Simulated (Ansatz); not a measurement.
Input of an Ansatz 0.2.0 run:

File input.yaml:

```yaml
crystal:
  lattice:
    - [2.7608, 0.0, 0.0]
    - [-1.3804, 2.3909229348, 0.0]
    - [0.0, 0.0, 4.4582]
  atoms:
    - { symbol: Re, position: [0.6666666667, 0.3333333333, 0.75] }
    - { symbol: Re, position: [0.3333333333, 0.6666666667, 0.25] }
hamiltonian:
  xc: blyp
  pseudopotentials: { kind: paw }
kpoints:
  mp_grid: { grid: [11, 11, 6] }
scf:
  occupations: { method: fermi_dirac, width: 0.05 }
output:
  forces: true
  stress: true
relax:
  f_tol: 0.01
  max_steps: 40
  cell: { stress_tol: 0.05 }
```

Potentials or basis: Ansatz PAW.

Run with:

```sh
$ ansatz run input.yaml --threads 2 --pin off --max-ram 5632MiB --backend cpu --events-out ev --progress --plain --runs-dir out
```

Question: Estimate the space group after relaxing (to 0.05 Å).

Answer: P6_3/mmc (No. 194).

Question: Estimate the relaxed cell.

Answer: a = 2.813 Å, b = 2.813 Å, c = 4.531 Å, α = 90.00°, β = 90.00°, γ = 120.00°.

Question: What does it give for the relaxed volume?

Answer: 15.53 Å³/atom.

Final structure:
```
CELL_PARAMETERS angstrom
2.81293 0.00000 0.00000
-1.40647 2.43607 0.00000
0.00000 0.00000 4.53125
ATOMIC_POSITIONS crystal
Re 0.66667 0.33333 0.75000
Re 0.33333 0.66667 0.25000
```

Caveat: the PAW data sets come from PBE, with cores solved anew for the run's functional, which leaves a small shift of forces and pressure. Zero-point motion and thermal expansion aren't in these numbers.
